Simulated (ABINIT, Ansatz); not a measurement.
# CaSe (Fm-3m): G0W0 on several meshes in ABINIT, part 2 of 2

How does the mesh move the gap of CaSe (Fm-3m)?

ABINIT 10.8.3; LDA and many-body steps on it, plane waves. Known limits of the many-body steps: not at the basis limit; no spin-orbit coupling; coarse k mesh.

So far. Step 4 (4×4×4): The gap on the mesh goes from 1.87 eV to 3.24 eV, a correction of +1.36 eV. Step 5 (Empty states on the mesh, 6×6×6 mesh, 85 bands): On this mesh the gap is 1.874 eV.

The database entry behind the starting cell differs from later determinations by our own check (0.1 to 0.3 % short, probably kX units), so it need not match the best structure at ambient conditions.

## (6) Screening, 6×6×6 mesh, 79 bands, screening to 141.5 eV

This step: RPA screening on LDA, plane waves, norm-conserving pseudopotentials.

run.abi

```
acell 3*1.0 Angstrom
rprim 
  -0.000000000000 2.956000000000 2.956000000000
  2.956000000000 -0.000000000000 2.956000000000
  2.956000000000 2.956000000000 -0.000000000000
ntypat 2
znucl 20 34
natom 2
typat 1 2
xred 
  0.000000000000 0.000000000000 0.000000000000
  0.500000000000 0.500000000000 0.500000000000
pp_dirpath "pseudos"
pseudos "Ca.upf, Se.upf"
ecut 48
ngkpt 6 6 6
nshiftk 1
shiftk 0 0 0
kptopt 1
chksymbreak 0
istwfk *1
occopt 1
irdwfk 1
optdriver 3
nband 79
ecuteps 5.2
inclvkb 2
awtr 1
symchi 1
indata_prefix "in"
outdata_prefix "out"
tmpdata_prefix "tmp"
```

The run is started by

```console
OMP_NUM_THREADS=1 mpirun -n 4 abinit run.abi > log
```

Numbers of over 12 decimals in the logs are rounded to 6 here.

The log of the run:

```text
.Version 10.8.3 of ABINIT. v10.8.2 released Aug 2026.

 Symmetries : space group Fm -3 m (#225); Bravais cF (face-center cubic)
[... echo of the input left out ...]
== DATASET  1 ==================================================================
-   mpi_nproc: 4, omp_nthreads: 1 (-1 if OMP is not activated)

--- !DatasetInfo
iteration_state: {dtset: 1, }
dimensions: {natom: 2, nkpt: 16, mband: 79, nsppol: 1, nspinor: 1, nspden: 1, mpw: 5577, }
cutoff_energies: {ecut:  48.0, pawecutdg:  -1.0, }
electrons: {nelect:   3.40000000E+01, charge:   0.00000000E+00, occopt:   1.00000000E+00, tsmear:   1.00000000E-02, }

 SCREENING: Calculation of the susceptibility and dielectric matrices

 Based on a program developped by R.W. Godby, V. Olevano, G. Onida, and L. Reining.
 Incorporated in ABINIT by V. Olevano, G.-M. Rignanese, and M. Torrent.
.Using double precision arithmetic ; gwpc =  8

[... cell and pseudopotentials left out ...]
--------------------------------------------------------------------------------

 ==== K-mesh for the wavefunctions ====
 Number of points in the irreducible wedge :    16
[... list of points left out ...]
 Together with 48 symmetry operations and time-reversal symmetry
 yields   216 points in the full Brillouin Zone.

 ==== Q-mesh for the screening function ====
 Number of points in the irreducible wedge :    16
[... list of points left out ...]
 Together with 48 symmetry operations and time-reversal symmetry
 yields   216 points in the full Brillouin Zone.

 setmesh: FFT mesh size selected  =    36x   36x   36
          total number of points  =        46656

 vcoul_init : cutoff-mode = AUXILIARY_FUNCTION
 q-points for optical limit:   1
     1)      0.000010    0.000020    0.000030

- screening: taking advantage of time-reversal symmetry
- Maximum band index for partially occupied states nbvw = 17
- Remaining bands to be divided among processors   nbcw = 62
- Number of bands treated by each node ~15

 Number of electrons calculated from density =   34.0000; Expected =   34.0000
 average of density, n =  0.097530
 r_s =    1.3477
 omega_plasma =   30.1249 [eV]

 calculating chi0 at frequencies [eV] :
  1    0.000000E+00    0.000000E+00
  2    0.000000E+00    3.012487E+01

--------------------------------------------------------------------------------
  q-point number  1        q = ( 0.000000, 0.000000, 0.000000) [r.l.u.]
--------------------------------------------------------------------------------
[... chi0 elements left out ...]
 For q-point:  0.000010 0.000020 0.000030
  dielectric constant =   5.6395
  dielectric constant without local fields =   6.6004

  Average fulfillment of the sum rule on Im[epsilon] for q-point    1 :     37.38  [%]
[... wings left out ...]
  q-point number  2        q = ( 0.166667, 0.000000, 0.000000) [r.l.u.]
--------------------------------------------------------------------------------
[... chi0 elements left out ...]
  Average fulfillment of the sum rule on Im[epsilon] for q-point    2 :     45.29  [%]

 [... 14 further q-points ...]
```

Wall time 5.2 min (4 MPI ranks of Arm Neoverse V1, shared host); peak memory 2.2 GiB; 21 min of CPU time.

Numbers from this step:

```
ε∞ with local fields, on this mesh, along the program's q direction : 5.639
the same without local fields                                       : 6.600
plasma frequency                                                    : 30.12 eV
plane waves in the screening matrix                                 : 181
```

## (7) 6×6×6

This step: G0W0 on LDA, plane waves, norm-conserving pseudopotentials.

run.abi: that of step 6 with these lines changed.

```diff
@@ -23,8 +23,17 @@
 irdwfk 1
-optdriver 3
+optdriver 4
 nband 79
+gwcalctyp 0
+ecutsigx 48
+symsigma 1
+nkptgw 2
+kptgw 
+  0.0000000000 0.0000000000 0.0000000000
+  0.5000000000 0.5000000000 0.0000000000
+bdgw 
+  15 21
+  16 19
 ecuteps 5.2
-inclvkb 2
-awtr 1
-symchi 1
+irdscr 1
+ppmodel 1
 indata_prefix "in"
```

The log of the run:

```text
.Version 10.8.3 of ABINIT. v10.8.2 released Aug 2026.

 Symmetries : space group Fm -3 m (#225); Bravais cF (face-center cubic)
[... echo of the input left out ...]
== DATASET  1 ==================================================================
-   mpi_nproc: 4, omp_nthreads: 1 (-1 if OMP is not activated)

--- !DatasetInfo
iteration_state: {dtset: 1, }
dimensions: {natom: 2, nkpt: 16, mband: 79, nsppol: 1, nspinor: 1, nspden: 1, mpw: 5577, }
cutoff_energies: {ecut:  48.0, pawecutdg:  -1.0, }
electrons: {nelect:   3.40000000E+01, charge:   0.00000000E+00, occopt:   1.00000000E+00, tsmear:   1.00000000E-02, }

 SIGMA: Calculation of the GW corrections

 Based on a program developped by R.W. Godby, V. Olevano, G. Onida, and L. Reining.
 Incorporated in ABINIT by V. Olevano, G.-M. Rignanese, and M. Torrent.
.Using double precision arithmetic ; gwpc =  8

[... cell and pseudopotentials left out ...]
--------------------------------------------------------------------------------

 ==== K-mesh for the wavefunctions ====
 Number of points in the irreducible wedge :    16
[... list of points left out ...]
 Together with 48 symmetry operations and time-reversal symmetry
 yields   216 points in the full Brillouin Zone.

 ==== Q-mesh for screening function ====
 Number of points in the irreducible wedge :    16
[... list of points left out ...]
 Together with 48 symmetry operations and time-reversal symmetry
 yields   216 points in the full Brillouin Zone.

 vcoul_init : cutoff-mode = AUXILIARY_FUNCTION
 q-points for optical limit:   1
     1)      0.000010    0.000020    0.000030
 setmesh: FFT mesh size selected  =    50x   50x   50
          total number of points  =       125000

 Number of electrons calculated from density =   34.0000; Expected =   34.0000
[...]
number of omega for Sigma on real axis              0
 max omega for Sigma on real axis  [eV]           0.00
 zcut for avoiding poles [eV]                     0.10

 EPSILON^-1 parameters (SCR file):
 dimension of the eps^-1 matrix on file            181
 dimension of the eps^-1 matrix used               181
 number of plane-waves for wavefunctions          5577
 number of bands                                    79
 number of q-points in IBZ                          16
 number of frequencies                               2
 number of real frequencies                          1
 number of imag frequencies                          1

 matrix elements of self-energy operator (all in [eV])

 Perturbative Calculation

--- !SelfEnergy_ee
iteration_state: {dtset: 1, }
kpoint     : [   0.000,    0.000,    0.000, ]
spin       : 1
KS_gap     :    3.093
QP_gap     :    4.262
Delta_QP_KS:    1.169
data: !SigmaeeData |
     Band     E0 <VxcDFT>   SigX SigC(E0)      Z dSigC/dE  Sig(E)    E-E0       E
       15   4.497 -14.494 -16.634   1.694   0.801  -0.248 -14.852  -0.358   4.139
       16   4.497 -14.494 -16.634   1.694   0.801  -0.248 -14.852  -0.358   4.139
       17   4.497 -14.494 -16.634   1.694   0.801  -0.248 -14.852  -0.358   4.139
[...]
--- !SelfEnergy_ee
iteration_state: {dtset: 1, }
kpoint     : [   0.500,    0.500,    0.000, ]
spin       : 1
KS_gap     :    2.817
QP_gap     :    4.385
Delta_QP_KS:    1.569
data: !SigmaeeData |
     Band     E0 <VxcDFT>   SigX SigC(E0)      Z dSigC/dE  Sig(E)    E-E0       E
[...]
18   6.371 -10.389  -5.492  -3.646   0.820  -0.219  -9.363   1.026   7.397
       19   9.344 -10.423  -5.412  -3.986   0.821  -0.217  -9.581   0.842  10.186

== END DATASET(S) ==============================================================
================================================================================

 -outvars: echo values of variables after computation  --------
           etotal      0.0000000000E+00
            nband          79
             nkpt          16
          spgroup         225
 [... the other variables as echoed above ...]

 Calculation completed.
```

It took 16 s on 4 MPI ranks; peak memory 1.9 GiB.

Numbers from this step:

| Quantity | Value |
| --- | --- |
| G0W0 gap on the points computed | 3.258 eV |
| starting gap on the mesh | 1.874 eV |
| k of the valence top | 0, 0, 0 |
| k of the conduction bottom | 0.5, 0.5, 0 |
| Z at the valence top | 0.801 |
| Z at the conduction bottom | 0.82 |
| least direct G0W0 gap on the computed points | 4.263 eV |

Against G0W0 in ABINIT (4×4×4 mesh, 79 bands, screening to 141.5 eV, Godby-Needs plasmon pole), the gap moves by +0.020 eV.

## (8) The runs together

Times are wall times on 4 MPI ranks of Arm Neoverse V1, shared host, good to a factor of about two. A run's time includes the screening step that it read.

| run | mesh | bands | screening cutoff (eV) | DFT gap (eV) | gap on the mesh (eV) | direct (eV) | ε∞ used | time |
| --- | --- | --- | --- | --- | --- | --- | --- | --- |
| 4×4×4 | 4×4×4 | 79 | 141.5 | 1.874 | 3.238 | 4.250 | 6.27 | 55 s |
| 6×6×6 | 6×6×6 | 79 | 141.5 | 1.874 | 3.258 | 4.263 | 5.64 | 5.5 min |

## (9) Outcome

```
4×4×4        : 3.238 eV
6×6×6        : 3.258 eV
known limits : not at the basis limit; no spin-orbit coupling; coarse k mesh
```

In words: 6×6×6: +0.020 eV against 4×4×4. Bands and cutoff are finite, so the gap is not at the basis limit. The miss can reach some tenths of an eV and take either sign; the mesh is an error of its own. In the G0W0 runs levels were corrected at 2 k points alone, so a gap called «on the mesh» is the least over those, and an edge elsewhere would be missed. The 4×4×4 mesh is coarse for this cell, which bears on the long-range parts of exchange and screening. The many-body steps are scalar-relativistic: spin-orbit coupling is not in them.

[Paths, hosts, dates, memory and timing lines, banners, echoed tables and standing remarks are left out of the program output.]

[Logs are printed without paths, hosts, clocks, repeated set-up lines and the standing remarks that a program may print on its own settings, such as how far it seeks lower states.]

[Runs of the session that timed out or met a known fault of the program may be left out.]

[Hosts, paths, dates, database ids (printed as entryN), source tags and the programs' standing remarks are cut or masked in the printed files.]

[G0W0 gaps are taken among the corrected bands and points alone; a level outside them can change the order at an edge.]

[Where Ansatz stands beside ABINIT at settings called matched, ABINIT's density can come from a denser mesh and the files from another edition; pairs whose starting gaps differed by over 0.03 eV were left out, so agreement reads better than it is.]
